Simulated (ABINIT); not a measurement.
Crystal: Te.

```
Te
1.0
     3.82029   -2.14820    0.00000
     3.82029    2.14820    0.00000
    -0.09429    0.00000    5.97609
Te
3
Direct
  0.00000 0.00000 0.00000
  0.30945 0.30945 0.33881
  0.69055 0.69055 0.66119
```

This isn't the form of Te at room conditions, which is trigonal, of chains.

| Quantity | Value |
| --- | --- |
| Program | ABINIT 10.8.3 (patched build) |
| Task | single point |
| Functional | PBE |
| Potentials or basis | JTH PAW PBE v2.0 |
| Cutoff | 408 eV |
| k mesh | 7 × 7 × 5 |
| Occupations | fermi-dirac, width 0.05 eV |
| Spin | no spin polarisation |

On this cell: pressure 0.5 GPa; largest force 0.144 eV/Å; band gap on the k mesh none (metal or under the smearing width).

The same run follows on a disturbed copy (atoms moved at random, drawn with an rms of 0.05 Å):

```
Te
1.0
     3.82029   -2.14820    0.00000
     3.82029    2.14820    0.00000
    -0.09429    0.00000    5.97609
Te
3
Direct
  0.99910 0.00192 0.00523
  0.31109 0.30452 0.33835
  0.69631 0.68038 0.66251
```

**Question.** What does the disturbed cell give?

**Answer.** The energy (extrapolated to zero smearing) moves by -0.2 meV/atom; pressure 0.5 GPa; largest force 0.155 eV/Å; band gap on the k mesh none (metal or under the smearing width).

Forces on the atoms (eV/Å):
```
Te   0.037 -0.030 -0.040
Te   0.111  0.043 -0.005
Te  -0.148 -0.013  0.045
```

Stress tensor (GPa, compression positive):
```
 0.53 -0.02  0.07
-0.02  0.68  0.04
 0.07  0.04  0.36
```
